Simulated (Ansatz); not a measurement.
**HfO₂: Field gradients at the nuclei**

The cell is an entry of the Crystallography Open Database (COD), its atoms then relaxed with PBE in this cell.

Space group P2_1/c (No. 14); a = 5.1180, b = 5.1857, c = 5.2841 Å, β = 99.35°.

| site | Wyckoff | site symmetry | x | y | z |
| --- | --- | --- | --- | --- | --- |
| Hf | 4e | 1 | 0.2767 | 0.0419 | 0.2081 |
| O5 | 4e | 1 | 0.4466 | 0.7584 | 0.4803 |
| O9 | 4e | 1 | 0.0726 | 0.3393 | 0.3389 |

One atom of each set is listed.

Computed with Ansatz: DFT, PBE, plane waves and PAW, with spin–orbit coupling, 420 eV cutoff, Γ-centred 6×6×6 k-points, Fermi–Dirac smearing 0.02 eV.

Conventions: |V_zz| ≥ |V_yy| ≥ |V_xx|, η = (V_xx − V_yy)/V_zz, C_Q = eQV_zz/h.

Hf-177: I = 7/2, Q = 3365 mb; ¹⁷O: I = 5/2, Q = -25.58 mb. Nuclear quadrupole moments: year-2017 set (Pyykkö).

| site | atoms | first shell | V_xx, V_yy, V_zz (10²¹ V/m²) | η | C_Q (MHz) |
| --- | --- | --- | --- | --- | --- |
| Hf | 4 | 7 O at 2.04–2.24 Å | -5.41, -7.41, 12.82 | 0.16 | 1043 |
| O5 | 4 | 4 Hf at 2.14–2.24 Å | 0.001, 1.07, -1.07 | 1.00 | 0.660 |
| O9 | 4 | 3 Hf at 2.04–2.15 Å | 0.086, 1.26, -1.35 | 0.87 | 0.833 |

At this cell the principal stresses reach 5 GPa in size with PBE, which can matter for small gradients. Where η is near 1 the sign of V_zz means little.
